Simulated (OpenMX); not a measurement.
# Si in OpenMX: convergence with Kgrid

Input of the first run (Kgrid 1 1 1); the others differ in this setting and in those tied to it:

File Si.dat:

```
System.CurrrentDirectory             ./
System.Name                          Si
DATA.PATH                            ./DFT_DATA13
level.of.stdout                      1
level.of.fileout                     0
Species.Number                       1
<Definition.of.Atomic.Species
  Si  Si7.0-s2p1d1           Si_PBE13
Definition.of.Atomic.Species>

Atoms.Number                         2
Atoms.SpeciesAndCoordinates.Unit     Ang
<Atoms.SpeciesAndCoordinates
    1  Si    2.7332557430    2.7282420931    2.7346003375   2.000  2.000
    2  Si    4.0934736549    4.0914104917    4.0928857351   2.000  2.000
Atoms.SpeciesAndCoordinates>

Atoms.UnitVectors.Unit               Ang
<Atoms.UnitVectors
     0.0000000000    2.7218511865    2.7218511865
     2.7218511865    0.0000000000    2.7218511865
     2.7218511865    2.7218511865    0.0000000000
Atoms.UnitVectors>

scf.XcType                           GGA-PBE
scf.SpinPolarization                 off
scf.ElectronicTemperature            580.226
scf.energycutoff                     300.0
scf.maxIter                          100
scf.EigenvalueSolver                 band
scf.Kgrid                            1 1 1
scf.Mixing.Type                      rmm-diisk
scf.Init.Mixing.Weight               0.05
scf.Min.Mixing.Weight                0.001
scf.Max.Mixing.Weight                0.3
scf.Mixing.History                   25
scf.Mixing.StartPulay                8
scf.criterion                        1.0e-8
scf.stress.tensor                    on
MD.Type                              nomd
```

Potentials or basis: OpenMX 2013 PBE set, Si7.0-s2p1d1, grid cutoff 300 Ry.

Run with:

```console
$ openmx Si.dat -nt 1 > Si.std
```

The cell isn't the ideal one: atoms moved at random, drawn with an rms of 0.02 Å.

Hardware: 1 thread of Intel(R) Xeon(R) 6975P-C (Granite Rapids), with other jobs on the host.

Task: The values tried are 1 1 1, 3 3 3, 5 5 5, 7 7 7, 9 9 9, 11 11 11, loosest first. From which on does the pressure stay within 0.1 GPa of the tightest run that finished?

Result: From 7 7 7 on.

| Kgrid | energy less the tightest run, at zero smearing (meV/atom) | pressure (GPa) | largest force (eV/Å) | gap on the mesh (eV) | SCF cycles | CPU time (s) | peak memory (GiB) |
| --- | --- | --- | --- | --- | --- | --- | --- |
| 1 1 1 | 8420.10 | 44.63 | 0.108 | 2.322 | 16 | 31 | 0.28 |
| 3 3 3 | 309.63 | 3.92 | 0.055 | 0.933 | 13 | 24 | 0.28 |
| 5 5 5 | 31.08 | 1.99 | 0.052 | 0.863 | 17 | 26 | 0.28 |
| 7 7 7 | 4.31 | 1.79 | 0.051 | 0.887 | 17 | 44 | 0.28 |
| 9 9 9 | 0.62 | 1.76 | 0.051 | 0.915 | 17 | 40 | 0.29 |
| 11 11 11 | 0.00 | 1.76 | 0.051 | 0.905 | 17 | 40 | 0.28 |

Against the tightest run, the energy stays within 1 meV/atom from 9 9 9 on; the largest force stays within 0.005 eV/Å from 3 3 3 on; the gap on the mesh stays within 0.01 eV from 9 9 9 on. The tightest run that finished is the yardstick and may itself not be fully converged.

Caveat, for the tightest run too: an odd mesh through Γ misses points on the zone boundary, where band edges often lie; the basis of atomic orbitals isn't converged, which shifts pressures, moduli and gaps.
